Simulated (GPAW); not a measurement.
# Ge (Fd-3m) in GPAW: a series of runs, part 3 of 3

GPAW 26.7.0.

### Step 6. Band structure, MS2, spin-orbit coupling, no magnetisation

Input file run.py:

```python
import numpy as np
from ase.dft.bandgap import bandgap
from ase.io import read, write
from ase.units import GPa
from gpaw import GPAW, PW
from gpaw.spinorbit import soc_eigenstates

atoms = read('Ge.xyz')

calc = GPAW(mode=PW(600),
            xc='MGGA_X_MS2+GGA_C_REGTPSS',
            kpts={'size': (8, 8, 8), 'gamma': True},
            occupations={'name': 'fermi-dirac', 'width': 0.05},
            nbands=11,
            convergence={'density': 1e-05, 'energy': 1e-05},
            maxiter=150,
            txt='gpaw.txt')
atoms.calc = calc
energy = atoms.get_potential_energy()
forces = atoms.get_forces()
stress = atoms.get_stress()
calc.write('gs.gpw')
write('result.traj', atoms)
print(f'Energy: {energy:.6f} eV')
print('Forces (eV/A):')
print(forces.round(4))
print('Stress (GPa):', (stress / GPa).round(3))
print('Fermi level:', round(calc.get_fermi_level(), 4), 'eV')
print(f'Gap: {bandgap(calc)[0]:.4f} eV, direct: {bandgap(calc, direct=True)[0]:.4f} eV')

path = atoms.cell.bandpath('GXWKGLUWLK,UX', npoints=60, eps=1e-4)
bs_calc = calc.fixed_density(kpts=path, symmetry='off', nbands=21,
                             convergence={'bands': 'CBM+6.0', 'eigenstates': 1e-6}, txt='bands.txt')
bs = bs_calc.band_structure()
bs.write('bs.json')
print(f'Gap on the path: {bandgap(bs_calc)[0]:.4f} eV')

soc = soc_eigenstates(bs_calc, theta=54.7, phi=45, ignore_xc_potential=True)
np.savetxt('soc_bands.dat', soc.eigenvalues(), fmt='%.4f')
mesh = soc_eigenstates('gs.gpw', theta=54.7, phi=45, ignore_xc_potential=True)
np.savetxt('soc_mesh.dat', mesh.eigenvalues(), fmt='%.4f')
print('Fermi level with spin-orbit coupling:', round(mesh.fermi_level, 4), 'eV')
```

Input file Ge.xyz:

```xyz
2
Lattice="0.0000000000 2.8289100000 2.8289100000 2.8289100000 0.0000000000 2.8289100000 2.8289100000 2.8289100000 0.0000000000" Properties=species:S:1:pos:R:3 pbc="T T T"
Ge     4.2433650000      4.2433650000      4.2433650000
Ge     2.8289100000      2.8289100000      2.8289100000
```

Potentials or basis: GPAW PAW data sets (gpaw-data 1.2.1), pw.

Run with:

```sh
$ OMP_NUM_THREADS=1 python run.py
```

gpaw.txt:

```text
__  _  _
 | _ |_)|_||  |
 |__||  | ||/\| - 26.7.0

Input parameters:
  mode=PW(ecut=600.0),
  convergence={'density': 1e-05, 'energy': 1e-05},
  kpts=MonkhorstPack(size=(8, 8, 8), gamma=True),
  maxiter=150,
  nbands=11,
  occupations=Occupations(name='fermi-dirac', width=0.05),
  xc=XC(name='MGGA_X_MS2+GGA_C_REGTPSS')

Diagonalizing LCAO Hamiltonian
Converting LCAO to pw mode

           Ge

       Ge

Atoms  # Å, Bohr magnetons
|   | symbol |        x |        y |        z |    initial magnetic moments |
|---|--------|----------|----------|----------|-----------------------------|
| 0 |     Ge | 4.243365 | 4.243365 | 4.243365 | ( 0.0000,  0.0000,  0.0000) |
| 1 |     Ge | 2.828910 | 2.828910 | 2.828910 | ( 0.0000,  0.0000,  0.0000) |

Unit cell  # Å
| periodic |        x |        y |        z |  lengths |    angles |
|----------|----------|----------|----------|----------|-----------|
|      yes | 0.000000 | 2.828910 | 2.828910 | 4.000683 | 60.000000 |
|      yes | 2.828910 | 0.000000 | 2.828910 | 4.000683 | 60.000000 |
|      yes | 2.828910 | 2.828910 | 0.000000 | 4.000683 | 60.000000 |

Number of symmetries: 24
Symmetry operations  # r_c * U_cc + t_c -> r_c
|    | kind |            matrix            |
|----|------|------------------------------|
|  0 |  E   |  1, 0, 0,  0, 1, 0,  0, 0, 1 |
|  1 |  σ   |  1, 0, 0,  0, 0, 1,  0, 1, 0 |
|  2 |  σ   |  1, 0,-1,  0, 1,-1,  0, 0,-1 |
|  3 |  C3  |  1, 0,-1,  0, 0,-1,  0, 1,-1 |
|  4 |  C3  |  1,-1, 0,  0,-1, 1,  0,-1, 0 |
|  5 |  σ   |  1,-1, 0,  0,-1, 0,  0,-1, 1 |
|  6 |  σ   |  0, 1, 0,  1, 0, 0,  0, 0, 1 |
|  7 |  C3  |  0, 1, 0,  0, 0, 1,  1, 0, 0 |
[... 126 lines left out ...]
|iter:   1| |  -14.691923 | -0.68 |       |
|iter:   2| |  -10.153290 | -1.15 | -0.93 |
|iter:   3| |  -10.402704 | -1.61 | -0.93 |
|iter:   4| |  -10.326623 | -2.59 | -0.88 |
|iter:   5| |  -10.202389 | -2.19 | -0.94 |
|iter:   6| |  -10.200673 | -3.36 | -1.69 |
|iter:   7| |  -10.201317 | -4.33 | -2.33 |
|iter:   8| |  -10.201319 | -5.84 | -3.02 |
|iter:   9| |  -10.201319c| -7.03 | -3.61 |
|iter:  10| |  -10.201319c| -8.49c| -4.47 |
|iter:  11| |  -10.201319c| -8.08c| -5.12c|

Converged in 11 steps
Energy contributions relative to reference atoms: (reference = -114195.275705)

Energy contributions:
  Kinetic:          18.988681
  Coulomb:         -16.446182
  Zero:             -0.068055
  External:          0.000000
  Xc:              -12.675731
  Entropy:          -0.000064
  Spinorbit:         0.000000
  ----------------------------
  Free energy:     -10.201350
  Extrapolated:    -10.201319

dipole moment: (3.722562, 3.722562, 3.722562)  # |e|*Ang

Fermi level: 5.965
Eigenvalues  # (at kpt = [0.000, 0.000, 0.000])
| band index |      eig [eV] | occ [0-2] |
|------------|---------------|-----------|
|          0 |        -7.099 |     2.000 |
|          1 |         5.727 |     1.983 |
|          2 |         5.727 |     1.983 |
|          3 |         5.727 |     1.983 |
|          4 |         6.290 |     0.003 |
|          5 |         8.578 |     0.000 |
|          6 |         8.578 |     0.000 |
|          7 |         8.578 |     0.000 |
|          8 |        12.194 |     0.000 |
|          9 |        15.426 |     0.000 |
|         10 |        15.426 |     0.000 |

Gap: 0.499 eV
Transition (v -> c):
  (s=0, k=0, n=3, [0.00, 0.00, 0.00]) -> (s=0, k=28, n=4, [0.50, 0.50, 0.50])
Direct/indirect transitions are different
Direct gap: 0.563 eV
Transition at: (s=0, k=0, n=3, [0.00, 0.00, 0.00])

Forces  # eV/Ang
|        x |        y |        z |
|----------|----------|----------|
| -0.00000 | -0.00000 | -0.00000 |  # Ge   0
| -0.00000 |  0.00000 |  0.00000 |  # Ge   1

Stress tensor  # eV/Ang^3
|         x |         y |         z |
|-----------|-----------|-----------|
| -0.003770 | -0.000000 |  0.000000 |
| -0.000000 | -0.003770 |  0.000000 |
|  0.000000 |  0.000000 | -0.003770 |

# Writing to gs.gpw (mode='')
```

Run time: 70 s. Hardware: 1 thread of Arm Neoverse V2, shared host; peak memory 0.26 GiB.

Results:

| Quantity | Value |
| --- | --- |
| Free energy | -10.2014 eV |
| Pressure | 0.6 GPa |
| Band gap on the k mesh | 0.40 eV, indirect (least direct gap 0.46 eV) |
| Band gap along the path | 0.40 eV, indirect (least direct gap 0.46 eV) |

Levels at the corners of the path, in eV from the valence-band top:
```csv
point,band 5,band 6,band 7,band 8,band 9,band 10,band 11,band 12
Γ,0.00,0.00,0.00,0.00,0.46,0.46,2.61,2.61
X,-3.14,-3.14,-3.14,-3.14,0.82,0.82,0.82,0.82
W,-4.02,-4.02,-3.94,-3.94,4.52,4.52,4.66,4.66
K,-4.41,-4.41,-2.70,-2.70,1.25,1.25,4.23,4.23
Γ,0.00,0.00,0.00,0.00,0.46,0.46,2.61,2.61
L,-1.57,-1.57,-1.38,-1.38,0.40,0.40,3.86,3.86
U,-4.41,-4.41,-2.70,-2.70,1.25,1.25,4.23,4.23
W,-4.02,-4.02,-3.94,-3.94,4.52,4.52,4.66,4.66
L,-1.57,-1.57,-1.38,-1.38,0.40,0.40,3.86,3.86
K,-4.41,-4.41,-2.70,-2.70,1.25,1.25,4.23,4.23
U,-4.41,-4.41,-2.70,-2.70,1.25,1.25,4.23,4.23
X,-3.14,-3.14,-3.14,-3.14,0.82,0.82,0.82,0.82
```

Caveat: spin-orbit coupling was added after a scalar SCF, so levels and gaps hold it while energy, forces, pressure and moments don't; this program's spin-orbit splittings come out too wide for heavy elements; the PAW data sets were made with another functional, which shifts forces and pressure a little.

### Step 7. Overview

| task | level | potentials or basis | spin | band path | band points | spin axis theta (degrees) | spin axis phi (degrees) | gap on the mesh (eV) | pressure (GPa) |
| --- | --- | --- | --- | --- | --- | --- | --- | --- | --- |
| band structure | rSCAN | GPAW PAW data sets (gpaw-data 1.2.1), pw | SOC, no magnetisation | GXWKGLUWLK,UX | 80 | 54.7 | 45 | 0.34 | 0.7 |
| band structure | WC | PAW data sets generated in the run's folder for this functional, pw | SOC, no magnetisation | GXWKGLUWLK,UX | 80 | 90 | 0 | - | 1.0 |
| equation of state | vdW-DF-cx | GPAW PAW data sets (gpaw-data 1.2.1), pw | off | - | - | - | - | - | - |
| band structure | TASK | GPAW PAW data sets (gpaw-data 1.2.1), pw | SOC, no magnetisation | GXWKGLUWLK,UX | 100 | 0 | 0 | 0.73 | 3.6 |
| band structure | MS2 | GPAW PAW data sets (gpaw-data 1.2.1), pw | SOC, no magnetisation | GXWKGLUWLK,UX | 60 | 54.7 | 45 | 0.40 | 0.6 |

Alike in all rows: cell as given; k mesh 8 × 8 × 8; cutoff (eV) 600; smearing fermi-dirac 0.05 eV.

Caveats: spin-orbit coupling was added after a scalar SCF, so levels and gaps hold it while energy, forces, pressure and moments don't (some runs); this program's spin-orbit splittings come out too wide for heavy elements (some runs); the PAW data sets were made with another functional, which shifts forces and pressure a little (some runs); this crystal is a semiconductor, whose small gap the functional closes, so the metal is an error of the method (some runs).

Absolute energies hang on the potentials; compare differences alone.

### Step 8. Against experiment

Step 2. Measured gap of Ge: 0.807 eV (direct; 300 K; “Electronic and optical properties of SixGe1-x-ySny alloys lattice-matched to Ge”, 2021, arxiv:2109.02782). This calculation gives 0.34 eV (-0.46 eV). 3 values of this kind are on record (0.666 to 0.807 eV); this one was drawn at random among those near their median. The value is that of rSCAN, without temperature or zero-point motion.

Step 3. A measured gap of Ge is 0.744 eV (indirect; 0 K; “Temperature-dependent photoluminescence in Ge: experiment and theory”, 2020, arxiv:2003.00143); the calculated 0.00 eV misses it by -0.74 eV. 3 values of this kind are on record (0.666 to 0.807 eV); this one was drawn at random among those near their median. The value is that of WC, without temperature or zero-point motion. Semilocal functionals fall short of measured gaps as a rule.

Step 4. A measured bulk modulus of Ge is 75.8 GPa (quoted in “Sub-monolayer structures of Ag overlayers on Ge(111): experimental observations and first-principles study”, 2019, arxiv:1908.00180); the calculated 64 GPa misses it by -16.2 %. The fit is for a static lattice scaled at fixed shape and fixed fractional positions. The cell as given is a measured one (22.64 Å³/atom); vdW-DF-cx puts the equilibrium volume +2.9 % from it, thermal expansion not counted.

Step 5. Measured gap of Ge: 0.807 eV (direct; 300 K; “Electronic and optical properties of SixGe1-x-ySny alloys lattice-matched to Ge”, 2021, arxiv:2109.02782). This calculation gives 0.73 eV (-0.07 eV). 3 values of this kind are on record (0.666 to 0.807 eV); this one was drawn at random among those near their median. The value is that of TASK, without temperature or zero-point motion.

Step 6. A measured gap of Ge is 0.666 eV (indirect; 293 K; “Electronic and optical properties of SixGe1-x-ySny alloys lattice-matched to Ge”, 2021, arxiv:2109.02782); the calculated 0.40 eV misses it by -0.27 eV. 2 values of this kind are on record (0.666 to 0.744 eV); this one was drawn at random. The value is that of MS2, without temperature or zero-point motion.
